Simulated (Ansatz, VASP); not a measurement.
# One calculation of Cu, two programs

```xyz
1
Lattice="0.0000 1.7887 1.7887 1.7887 0.0000 1.7887 1.7887 1.7887 0.0000" Properties=species:S:1:pos:R:3 pbc="T T T"
Cu    0.0000    0.0000    0.0000
```

Alike in both runs: task single point; functional PBE; k mesh 8 × 8 × 8; occupations gaussian, width 0.1 eV; no spin polarisation.

|  | VASP | Ansatz |
| --- | --- | --- |
| version | VASP 6.6.1 | Ansatz 0.2.0 |
| potentials or method | VASP PAW PBE potentials, release 64 (Cu) | scalar-relativistic, plane waves, PAW |
| plane-wave cutoff (eV) | 520 | 420 |
| valence electrons in the cell | 11 | 19 |

Ansatz gave:

```
gap on the k mesh at the Fermi level (eV) : none
pressure (GPa)                            : 7.8
```

Question: Estimate VASP's values.

Answer: gap on the k mesh at the Fermi level (eV): none; pressure (GPa): 8.3.

A gap of «none» marks a metal or a gap that the smearing closes. The two sets of potentials don't hold the same shells in valence.

Caveats: the k mesh is coarse (spacing up to 0.38 Å⁻¹), so the values aren't converged.
